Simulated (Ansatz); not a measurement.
# Hf2S: convergence and cost

One table from this session's results is given with a row withheld; the runs are named, their logs left out.

Computed with Ansatz 0.2.0 (DFT r2SCAN, scalar-relativistic, plane waves, PAW, unless a step's input says otherwise).

3 further runs of the same task are left out: 3 for a known fault of the program.

## The starting structure

It takes space group P6_3/mmc (No. 194, hexagonal). Conventional cell: a = 3.374 Å, b = 3.374 Å, c = 11.717 Å, α = 90.00°, β = 90.00°, γ = 120.00°. Hf (site symmetry 3m) has 3 S at 2.62 Å as nearest neighbours. S (site symmetry -6m2) is surrounded by 6 Hf at 2.62 Å.

As a file:

```cif
data_structure
_symmetry_space_group_name_H-M 'P 1'
_symmetry_Int_Tables_number 1
_cell_length_a 3.3743
_cell_length_b 3.3743
_cell_length_c 11.7174
_cell_angle_alpha 90.000
_cell_angle_beta 90.000
_cell_angle_gamma 120.000
_cell_volume 115.54
loop_
_atom_site_label
_atom_site_type_symbol
_atom_site_fract_x
_atom_site_fract_y
_atom_site_fract_z
_atom_site_occupancy
Hf1 Hf 0.66667 0.33333 0.89981 1
Hf2 Hf 0.33333 0.66667 0.39981 1
Hf3 Hf 0.66667 0.33333 0.60019 1
Hf4 Hf 0.33333 0.66667 0.10019 1
S1 S 0.00000 0.00000 0.75000 1
S2 S 0.00000 0.00000 0.25000 1
```

Source of the structure: the Materials Project (structure only). It is taken as it stands there.

## The base run, which the others are set against

input.yaml

```yaml
crystal:
  lattice:
    - [3.3742737662, 0.0, 0.0]
    - [-1.6871368831, 2.9222068008, 0.0]
    - [0.0, 0.0, 11.71740703]
  atoms:
    - { symbol: Hf, position: [0.66666667, 0.33333333, 0.89981164] }
    - { symbol: Hf, position: [0.33333333, 0.66666667, 0.39981164] }
    - { symbol: Hf, position: [0.66666667, 0.33333333, 0.60018836] }
    - { symbol: Hf, position: [0.33333333, 0.66666667, 0.10018836] }
    - { symbol: S, position: [0.0, 0.0, 0.75] }
    - { symbol: S, position: [0.0, 0.0, 0.25] }
basis:
  ecutwfc: 500
kpoints:
  mp_grid: { grid: [12, 12, 4] }
hamiltonian:
  xc: r2scan
scf:
  occupations: { method: gaussian, width: 0.1 }
output:
  forces: true
  stress: true
  eigenvalues: true
  populations: true
  write_density: true
  write_potential: true
  elf: true
  volumetric_format: npy
```

Its results, from an earlier run: -10791.8154 eV/atom at zero smearing, pressure 0.89 GPa, largest force 0.015 eV/Å, no gap on the mesh, in 8 SCF cycles and 43 s.

Set-up of the first run:

input.yaml

```yaml
crystal:
  lattice:
    - [3.3742737662, 0.0, 0.0]
    - [-1.6871368831, 2.9222068008, 0.0]
    - [0.0, 0.0, 11.71740703]
  atoms:
    - { symbol: Hf, position: [0.6666666667, 0.3333333333, 0.89981164] }
    - { symbol: Hf, position: [0.3333333333, 0.6666666667, 0.39981164] }
    - { symbol: Hf, position: [0.6666666667, 0.3333333333, 0.60018836] }
    - { symbol: Hf, position: [0.3333333333, 0.6666666667, 0.10018836] }
    - { symbol: S, position: [0.0, 0.0, 0.75] }
    - { symbol: S, position: [0.0, 0.0, 0.25] }
basis:
  ecutwfc: 500
kpoints:
  mp_grid: { grid: [1, 1, 1] }
hamiltonian:
  xc: r2scan
scf:
  occupations: { method: gaussian, width: 0.1 }
output:
  forces: true
  stress: true
  eigenvalues: true
```

Run with:

```console
> ansatz run input.yaml --threads 1 --pin off --max-ram 2560MiB --backend cpu --events-out ev --progress --plain --runs-dir out
```

Among the steps run: K-point mesh set to 1×1×1; K-point mesh: 3×3×1; K-point mesh set to 6×6×1; K-point mesh set to 6×6×2; K-point mesh: 12×12×2; K-point mesh set to 18×18×4; K-point mesh set to 18×18×6.

One of the session's tables, all rows but one given; the rest of the session is left out.

| mesh | ΔE (meV/atom) | pressure (GPa) | largest change of a force component (eV/Å) |
| --- | --- | --- | --- |
| 1×1×1 | 1955 | 30.86 | 3.935 |
| 3×3×1 | 35.5 | 1.60 | 0.216 |
| 6×6×1 | ? | ? | ? |
| 6×6×2 | -2.04 | 0.82 | 0.031 |
| 12×12×2 | -0.14 | 0.88 | 0.024 |
| 12×12×4 | 0.90 | 0.89 | 0.004 |
| 18×18×4 | 0.18 | 0.89 | 0.007 |
| 18×18×6 | 0.00 | 0.88 | 0.000 |

**Question.** Estimate the row for 6×6×1.

**Answer.** ΔE (meV/atom): 20.7; pressure (GPa): 1.16; largest change of a force component (eV/Å): 0.159. In the column «ΔE (meV/atom)» it lies between 12×12×4 (0.90) and 3×3×1 (35.5).

Limits of these values: The error changes sign along the series, since a k mesh isn't variational, and a metal needs dense meshes to resolve its Fermi surface.
